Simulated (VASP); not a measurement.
# Cu3Au (Auricupride) (Pm-3m) in VASP: further runs, part 2 of 2

VASP 6.6.1.

### Step 3. Band structure, PBE, spin-orbit coupling, no magnetisation

The input, POSCAR:

```
Cu3Au
1.0
    3.7400000000      0.0000000000      0.0000000000
    0.0000000000      3.7400000000      0.0000000000
    0.0000000000      0.0000000000      3.7400000000
Au Cu
1 3
Direct
    0.0000000000      0.0000000000      0.0000000000
    0.5000000000      0.5000000000      0.0000000000
    0.5000000000      0.0000000000      0.5000000000
    0.0000000000      0.5000000000      0.5000000000
```

The input, INCAR.step1:

```
SYSTEM = Cu3Au
PREC     = Accurate       ! precision mode
ENCUT    = 520            ! plane-wave cutoff, eV
EDIFF    = 1E-6           ! SCF threshold, eV
ISMEAR   = -1             ! smearing method
SIGMA    = 0.05           ! smearing width, eV
LREAL    = .False.        ! projectors in reciprocal space
LASPH    = .True.         ! aspherical terms in the spheres
NELM     = 100            ! most SCF steps
ALGO     = Normal         ! electronic algorithm
ISIF     = 2              ! what is computed and relaxed
LWAVE    = .False.        ! write WAVECAR
LCHARG   = .True.         ! write CHGCAR
MAGMOM   = 0 0 0 0 0 0 0 0 0 0 0 0 ! initial moments
LORBIT   = 11             ! projections on sites
LSORBIT  = .True.         ! spin-orbit coupling
GGA_COMPAT= .False.      
LMAXMIX  = 4              ! l up to which the mixer works
GGA      = PE             ! functional
```

The input, KPOINTS.step1:

```
regular mesh
0
Gamma
  5 5 5
  0 0 0
```

The input, INCAR.step2:

```
SYSTEM = Cu3Au
PREC     = Accurate       ! precision mode
ENCUT    = 520            ! plane-wave cutoff, eV
EDIFF    = 1E-6           ! SCF threshold, eV
ISMEAR   = 0              ! smearing method
SIGMA    = 0.05           ! smearing width, eV
LREAL    = .False.        ! projectors in reciprocal space
LASPH    = .True.         ! aspherical terms in the spheres
NELM     = 100            ! most SCF steps
ALGO     = Normal         ! electronic algorithm
ISIF     = 2              ! what is computed and relaxed
LWAVE    = .False.        ! write WAVECAR
LCHARG   = .False.        ! write CHGCAR
MAGMOM   = 0 0 0 0 0 0 0 0 0 0 0 0 ! initial moments
LORBIT   = 11             ! projections on sites
LSORBIT  = .True.         ! spin-orbit coupling
GGA_COMPAT= .False.      
LMAXMIX  = 4              ! l up to which the mixer works
GGA      = PE             ! functional
ICHARG   = 11             ! starting density
```

The input, KPOINTS.step2:

```
path GXMGRX,MR
20
line-mode
reciprocal
 0.0000000000  0.0000000000  0.0000000000  G
 0.0000000000  0.5000000000  0.0000000000  X

 0.0000000000  0.5000000000  0.0000000000  X
 0.5000000000  0.5000000000  0.0000000000  M

 0.5000000000  0.5000000000  0.0000000000  M
 0.0000000000  0.0000000000  0.0000000000  G

 0.0000000000  0.0000000000  0.0000000000  G
 0.5000000000  0.5000000000  0.5000000000  R

 0.5000000000  0.5000000000  0.5000000000  R
 0.0000000000  0.5000000000  0.0000000000  X

 0.5000000000  0.5000000000  0.0000000000  M
 0.5000000000  0.5000000000  0.5000000000  R
```

Potentials or basis: VASP PAW PBE potentials, release 64 (Au, Cu).

Started as:

```bash
$ cat potpaw_PBE.64/Au/POTCAR potpaw_PBE.64/Cu/POTCAR > POTCAR
$ cp INCAR.step1 INCAR
$ cp KPOINTS.step1 KPOINTS
$ mpirun -np 1 vasp_ncl > vasp.out
$ cp INCAR.step2 INCAR
$ cp KPOINTS.step2 KPOINTS
$ mpirun -np 1 vasp_ncl > vasp.out
```

OUTCAR:

```text
SYSTEM = Cu3Au
   PREC = Accurate
   ENCUT = 520
   EDIFF = 1E-6
   ISMEAR = 0
   LREAL = .False.
   LASPH = .True.
   NELM = 100
   ISIF = 2
   LORBIT = 11
   LSORBIT = .True.
   GGA = PE
   ICHARG = 11

 ion  position               nearest neighbor table
   1  0.000  0.000  0.000-   2 2.64   3 2.64   4 2.64   3 2.64   4 2.64   2 2.64   4 2.64   4 2.64
                             2 2.64   3 2.64   3 2.64   2 2.64
   2  0.500  0.500  0.000-   1 2.64   3 2.64   4 2.64   3 2.64   4 2.64   1 2.64   3 2.64   3 2.64
                             1 2.64   4 2.64   4 2.64   1 2.64
   3  0.500  0.000  0.500-   1 2.64   2 2.64   4 2.64   1 2.64   2 2.64   2 2.64   4 2.64   2 2.64
                             1 2.64   4 2.64   1 2.64   4 2.64
   4  0.000  0.500  0.500-   1 2.64   2 2.64   3 2.64   1 2.64   2 2.64   1 2.64   3 2.64   1 2.64
                             2 2.64   3 2.64   2 2.64   3 2.64
[... 1634 lines left out ...]
     0.0000000     0.0000000     0.0000000     0.0000000     0.0000000     0.0000000     0.0000000
     0.0000000     0.0000000     0.0000000     0.0000000     0.0000000     0.0000000     0.0000000

 total charge

# of ion       s       p       d       tot
------------------------------------------
    1        0.631   0.525   8.635   9.791
    2        0.391   0.368   9.209   9.968
    3        0.391   0.368   9.209   9.968
    4        0.391   0.368   9.209   9.968
--------------------------------------------------
tot          1.804   1.630  36.262  39.696

 magnetization (x)

# of ion       s       p       d       tot
------------------------------------------
    1        0.000   0.000  -0.000   0.000
    2       -0.000   0.000   0.000   0.000
    3        0.000  -0.000  -0.000  -0.000
    4        0.000   0.000   0.000   0.000
--------------------------------------------------
tot          0.000   0.000  -0.000   0.000

 magnetization (y)

# of ion       s       p       d       tot
------------------------------------------
    1        0.000   0.000  -0.000   0.000
    2       -0.000  -0.000   0.000  -0.000
    3       -0.000   0.000   0.000   0.000
    4       -0.000   0.000   0.000   0.000
--------------------------------------------------
tot          0.000   0.000   0.000   0.000

 magnetization (z)

# of ion       s       p       d       tot
------------------------------------------
    1        0.000   0.000   0.000   0.000
    2       -0.000   0.000   0.000   0.000
    3       -0.000  -0.000  -0.000  -0.000
    4        0.000   0.000   0.000   0.000
--------------------------------------------------
tot          0.000   0.000   0.000   0.000
```

OSZICAR.step1:

```text
N       E                     dE             d eps       ncg     rms          rms(c)
DAV:   1     0.458715152057E+03    0.45872E+03   -0.19222E+04  1040   0.276E+03
DAV:   2     0.574064717278E+02   -0.40131E+03   -0.38690E+03  1040   0.567E+02
DAV:   3    -0.132152971458E+02   -0.70622E+02   -0.65875E+02  1112   0.257E+02
DAV:   4    -0.174875042593E+02   -0.42722E+01   -0.41954E+01  1524   0.772E+01
DAV:   5    -0.175452193595E+02   -0.57715E-01   -0.57687E-01  1540   0.923E+00    0.166E+01
DAV:   6    -0.158885035525E+02    0.16567E+01   -0.25829E+01  1236   0.118E+02    0.773E+00
DAV:   7    -0.148356589703E+02    0.10528E+01   -0.62774E+00  1268   0.866E+01    0.516E+00
DAV:   8    -0.148278045857E+02    0.78544E-02   -0.54924E-01  1556   0.974E+00    0.355E+00
DAV:   9    -0.148788337477E+02   -0.51029E-01   -0.55350E-01  1656   0.188E+01    0.340E+00
DAV:  10    -0.147962740257E+02    0.82560E-01   -0.34321E-01  1716   0.177E+01    0.352E-01
DAV:  11    -0.147994450613E+02   -0.31710E-02   -0.40358E-02  1512   0.234E+00    0.333E-01
DAV:  12    -0.147990899001E+02    0.35516E-03   -0.10685E-03  1584   0.526E-01    0.123E-01
DAV:  13    -0.147990598765E+02    0.30024E-04   -0.65836E-04  1520   0.286E-01    0.234E-02
DAV:  14    -0.147990668351E+02   -0.69586E-05   -0.85735E-05  1316   0.124E-01    0.218E-02
DAV:  15    -0.147990632383E+02    0.35967E-05   -0.49569E-06  1140   0.432E-02    0.154E-02
DAV:  16    -0.147990605528E+02    0.26856E-05   -0.58768E-06  1488   0.563E-02    0.530E-03
DAV:  17    -0.147990606165E+02   -0.63750E-07   -0.14500E-06   668   0.132E-02
   1 F= -.14799061E+02 E0= -.14785118E+02  d E =-.278861E-01  mag=    -0.0000    -0.0000    -0.0000
```

It took 7.7 min on 1 thread of Intel Xeon Platinum 8375C at 2.90GHz (Ice Lake), shared host; peak memory 0.55 GiB.

Caveat: the log is that of the step along the path at fixed density, whose energy, stress, charges and moments have no meaning.

### Step 4. Band structure, LDA

POSCAR is that of step 3.

The input, INCAR.step1:

```
ALGO = Fast
EDIFF = 1E-6
ENCUT = 520
ISIF = 2
ISMEAR = -1
LASPH = True
LCHARG = True
LMAXMIX = 4
LREAL = False
LWAVE = False
NELM = 100
PREC = Accurate
SIGMA = 0.05
```

The input, KPOINTS.step1:

```
k-points
0
Gamma
  7 7 7
```

The input, INCAR.step2:

```
ALGO = Fast
EDIFF = 1E-6
ENCUT = 520
ICHARG = 11
ISIF = 2
ISMEAR = 0
LASPH = True
LCHARG = False
LMAXMIX = 4
LREAL = False
LWAVE = False
NELM = 100
PREC = Accurate
SIGMA = 0.05
```

Edit KPOINTS.step2 of step 3 so:

```diff
@@ -1,3 +1,3 @@
 path GXMGRX,MR
-20
+15
 line-mode
```

Potentials or basis: VASP PAW LDA potentials, release 64 (Au, Cu).

Started as:

```bash
$ cat potpaw_LDA.64/Au/POTCAR potpaw_LDA.64/Cu/POTCAR > POTCAR
$ cp INCAR.step1 INCAR
$ cp KPOINTS.step1 KPOINTS
$ mpirun -np 1 vasp_std > vasp.out
$ cp INCAR.step2 INCAR
$ cp KPOINTS.step2 KPOINTS
$ mpirun -np 1 vasp_std > vasp.out
```

OUTCAR:

```text
EDIFF = 1E-6
   ENCUT = 520
   ICHARG = 11
   ISIF = 2
   ISMEAR = 0
   LASPH = True
   LREAL = False
   NELM = 100
   PREC = Accurate

 ion  position               nearest neighbor table
   1  0.000  0.000  0.000-   2 2.64   3 2.64   4 2.64   3 2.64   4 2.64   2 2.64   4 2.64   4 2.64
                             2 2.64   3 2.64   3 2.64   2 2.64
   2  0.500  0.500  0.000-   1 2.64   3 2.64   4 2.64   3 2.64   4 2.64   1 2.64   3 2.64   3 2.64
                             1 2.64   4 2.64   4 2.64   1 2.64
   3  0.500  0.000  0.500-   1 2.64   2 2.64   4 2.64   1 2.64   2 2.64   2 2.64   4 2.64   2 2.64
                             1 2.64   4 2.64   1 2.64   4 2.64
   4  0.000  0.500  0.500-   1 2.64   2 2.64   3 2.64   1 2.64   2 2.64   1 2.64   3 2.64   1 2.64
                             2 2.64   3 2.64   2 2.64   3 2.64

  LATTYP: Found a simple cubic cell.
 ALAT       =     3.7400000000

  Lattice vectors:

 A1 = (   3.7400000000,   0.0000000000,   0.0000000000)
 A2 = (   0.0000000000,   3.7400000000,   0.0000000000)
 A3 = (   0.0000000000,   0.0000000000,   3.7400000000)

Analysis of symmetry for initial positions (statically):
=====================================================================
 Subroutine PRICEL returns:
 Original cell was already a primitive cell.

 Routine SETGRP: Setting up the symmetry group for a
 simple cubic supercell.

 Subroutine GETGRP returns: Found 48 space group operations
 (whereof 48 operations were pure point group operations)
 out of a pool of 48 trial point group operations.

The static configuration has the point symmetry O_h .

Analysis of symmetry for dynamics (positions and initial velocities):
=====================================================================
 Subroutine PRICEL returns:
 Original cell was already a primitive cell.

 Routine SETGRP: Setting up the symmetry group for a
 simple cubic supercell.

 Subroutine GETGRP returns: Found 48 space group operations
 (whereof 48 operations were pure point group operations)
 out of a pool of 48 trial point group operations.

The dynamic configuration has the point symmetry O_h .

 Subroutine INISYM returns: Found 48 space group operations
 (whereof 48 operations are pure point group operations),
 and found     1 'primitive' translations

----------------------------------------------------------------------------------------

                                     Primitive cell

  volume of cell :      52.3136

  direct lattice vectors                    reciprocal lattice vectors
     3.740000000  0.000000000  0.000000000     0.267379679  0.000000000  0.000000000
     0.000000000  3.740000000  0.000000000     0.000000000  0.267379679  0.000000000
     0.000000000  0.000000000  3.740000000     0.000000000  0.000000000  0.267379679

  length of vectors
     3.740000000  3.740000000  3.740000000     0.267379679  0.267379679  0.267379679

  position of ions in fractional coordinates (direct lattice)
     0.000000000  0.000000000  0.000000000
     0.500000000  0.500000000  0.000000000
     0.500000000  0.000000000  0.500000000
     0.000000000  0.500000000  0.500000000

  ion indices of the primitive-cell ions
   primitive index   ion index
                 1           1
                 2           2
                 3           3
[... 19 lines left out ...]
            Coordinates               Weight
  0.000000  0.000000  0.000000      0.011111
  0.000000  0.035714  0.000000      0.011111
  0.000000  0.071429  0.000000      0.011111
  0.000000  0.107143  0.000000      0.011111
  0.000000  0.142857  0.000000      0.011111
  0.000000  0.178571  0.000000      0.011111
[... 16 lines left out ...]
  0.250000  0.500000  0.000000      0.011111
  0.285714  0.500000  0.000000      0.011111
 [... further k-points ...]
   k-points           NKPTS =     90   k-points in BZ     NKDIM =     90   number of bands    NBANDS=     26
   number of dos      NEDOS =    301   number of ions     NIONS =      4
   total plane-waves  NPLWV =  21952
   dimension x,y,z NGX =    28 NGY =   28 NGZ =   28
   dimension x,y,z NGXF=    56 NGYF=   56 NGZF=   56
   ions per type =               1   3
   NGX,Y,Z   is equivalent  to a cutoff of  12.45, 12.45, 12.45 a.u.
   NGXF,Y,Z  is equivalent  to a cutoff of  24.89, 24.89, 24.89 a.u.
 SYSTEM =  unknown system
   PREC   = accura    normal or accurate (medium, high low for compatibility)
   ISTART =      0    job   : 0-new  1-cont  2-samecut
   ICHARG =     11    charge: 1-file 2-atom 10-const
   ISPIN  =      1    spin polarized calculation?
   LNONCOLLINEAR =      F non collinear calculations
   LSORBIT =      F    spin-orbit coupling
   LASPH  =      T    aspherical Exc in radial PAW
   ENCUT  =  520.0 eV  38.22 Ry    6.18 a.u.   6.95  6.95  6.95*2*pi/ulx,y,z
   NELM   =    100;   NELMIN=  2; NELMDL=  0     # of ELM steps
   EDIFF  = 0.1E-05   stopping-criterion for ELM
   LREAL  =      F    real-space projection
   EDIFFG = 0.1E-04   stopping-criterion for IOM
   NSW    =      0    number of steps for IOM
   IBRION =     -1    ionic relax: 0-MD 1-quasi-New 2-CG
   NFREE  =      0    steps in history (QN), initial steepest desc. (CG)
   ISIF   =      2    stress and relaxation
   ISYM   =      2    0-nonsym 1-usesym 2-fastsym
   POTIM  = 0.5000    time-step for ionic-motion
   TEBEG  =    0.0;   TEEND  =   0.0 temperature during run
   PSTRESS=    0.0 pullay stress
   NELECT =      44.0000    total number of electrons
   NUPDOWN=      -1.0000    fix difference up-down
   EMIN   =  10.00;   EMAX   =-10.00  energy-range for DOS
   EFERMI =   0.00;   METHOD = LEGACY
   ISMEAR =     0;   SIGMA  =   0.05  broadening in eV -4-tet -1-fermi 0-gaus
   EFERMI_NEDOS =   21; number of points for ismear=-14 and -15
   IALGO  =     68    algorithm
   IMIX   =      4    mixing-type and parameters
     AMIX     =   0.40;   BMIX     =  1.00
     AMIX_MAG =   1.60;   BMIX_MAG =  1.00
  volume/ion in A,a.u.               =      13.08        88.26
  Fermi-wavevector in a.u.,A,eV,Ry     =   1.545328  2.920247 32.491255  2.388040
  Thomas-Fermi vector in A             =   2.650723
   LORBIT       =      0    0 simple, 1 ext, 2 COOP (PROOUT), +10 PAW based schemes
   GGA     = CA    functional components
   LHFCALC =     F    Hartree Fock is set to
   AEXX    =    0.0000 exact exchange contribution
   IVDW    =     0    specifies the selected vdW correction
   LEPSILON=     F    determine dielectric tensor
   LRPA    =     F    only Hartree local field effects (RPA)
 non-spin polarized calculation
 RMM-DIIS sequential band-by-band and
 Gauss-broadening in eV      SIGMA  =   0.05
  energy-cutoff  :      520.00
  volume of cell :       52.31
 maximum number of plane-waves:      1426
 NGX is ok and might be reduce to    28

 number of electron      44.0000059 magnetization

 Free energy of the ion-electron system (eV)
  ---------------------------------------------------
  ext. energy  EPLUGINS =         0.00000000
  ---------------------------------------------------
  free energy    TOTEN  =       -16.79902183 eV

  energy without entropy =      -16.79456742  energy(sigma->0) =      -16.79679463

 E-fermi :   7.7025     XC(G=0): -13.0743

 val. band max:        7.6978962476   @ k =   0.4286   0.5000   0.4286
 cond. band min:       7.7492627209   @ k =   0.4286   0.4286   0.4286
 fundamental gap:      0.0513664733
 Fermi energy:         7.7024944072

 k-point     1 :       0.0000    0.0000    0.0000
  band No.  band energies     occupation
      1      -1.5776      2.00000
      2       1.6856      2.00000
      3       1.6856      2.00000
      4       2.5015      2.00000
      5       2.5015      2.00000
      6       2.5015      2.00000
[... 685 lines left out ...]
     25      15.6197      0.00000
     26      15.6429      0.00000

 [... further k-points ...]

------------------------ aborting loop because EDIFF is reached ----------------------------------------

  FORCE on cell =-STRESS in cart. coord.  units (eV):
  Direction    XX          YY          ZZ          XY          YZ          ZX
  --------------------------------------------------------------------------------------
  -------------------------------------------------------------------------------------
  Total        5.5837362      5.5837362      5.5837362     -0.0000000     -0.0000000      0.0000000
  in kB      171.0096708    171.0096708    171.0096708     -0.0000000     -0.0000000      0.0000000
  external PRESSURE =     171.0096708 kB  Pullay stress =       0.0000000 kB

 VOLUME and BASIS-vectors are now :
 -----------------------------------------------------------------------------
  energy-cutoff  :      520.00
  volume of cell :       52.31
      direct lattice vectors                 reciprocal lattice vectors
     3.740000000  0.000000000  0.000000000     0.267379679  0.000000000  0.000000000
     0.000000000  3.740000000  0.000000000     0.000000000  0.267379679  0.000000000
     0.000000000  0.000000000  3.740000000     0.000000000  0.000000000  0.267379679

 POSITION                                       TOTAL-FORCE (eV/Angst)
 -----------------------------------------------------------------------------------
      0.00000      0.00000      0.00000         0.000000      0.000000      0.000000
      1.87000      1.87000      0.00000         0.000000      0.000000      0.000000
      1.87000      0.00000      1.87000         0.000000      0.000000      0.000000
      0.00000      1.87000      1.87000         0.000000      0.000000      0.000000
 -----------------------------------------------------------------------------------
    total drift:                               -0.000000      0.000000      0.000000

  FREE ENERGIE OF THE ION-ELECTRON SYSTEM (eV)
  ---------------------------------------------------
  free  energy   TOTEN  =       -16.7990218321 eV

  energy  without entropy=      -16.7945674215  energy(sigma->0) =      -16.79679463
```

It took 1.7 min on 1 thread of Intel Xeon Platinum 8375C at 2.90GHz (Ice Lake), shared host; peak memory 0.22 GiB.

Results:

- Band gap along the path: none (metal or under the smearing width)

Levels at the corners of the path, in eV from the Fermi level:
| point | band 19 | band 20 | band 21 | band 22 | band 23 | band 24 | band 25 | band 26 |
| --- | --- | --- | --- | --- | --- | --- | --- | --- |
| Γ | -1.34 | -1.34 | -1.34 | 1.32 | 1.32 | 1.32 | 6.11 | 7.62 |
| X | -1.95 | -1.90 | -1.50 | -1.35 | 5.87 | 5.87 | 6.67 | 6.81 |
| X | -1.95 | -1.90 | -1.50 | -1.35 | 5.87 | 5.87 | 6.66 | 6.76 |
| M | -2.22 | -2.13 | -0.47 | -0.47 | -0.36 | 0.42 | 8.66 | 9.57 |
| M | -2.22 | -2.13 | -0.47 | -0.47 | -0.36 | 0.42 | 8.66 | 9.62 |
| Γ | -1.34 | -1.34 | -1.34 | 1.32 | 1.32 | 1.32 | 6.11 | 7.62 |
| Γ | -1.34 | -1.34 | -1.34 | 1.32 | 1.32 | 1.32 | 6.11 | 7.62 |
| R | -1.56 | -1.56 | -1.00 | -0.98 | -0.98 | -0.98 | 2.55 | 4.21 |
| R | -1.56 | -1.56 | -1.00 | -0.98 | -0.98 | -0.98 | 2.55 | 4.21 |
| X | -1.95 | -1.90 | -1.50 | -1.35 | 5.87 | 5.87 | 6.65 | 6.68 |
| M | -2.22 | -2.13 | -0.47 | -0.47 | -0.36 | 0.42 | 8.66 | 9.56 |
| R | -1.56 | -1.56 | -1.00 | -0.98 | -0.98 | -0.98 | 2.55 | 4.21 |

Caveat: the log is that of the step along the path at fixed density, whose energy, stress, charges and moments have no meaning; spin-orbit coupling is left out, which moves the levels of the heavy elements.
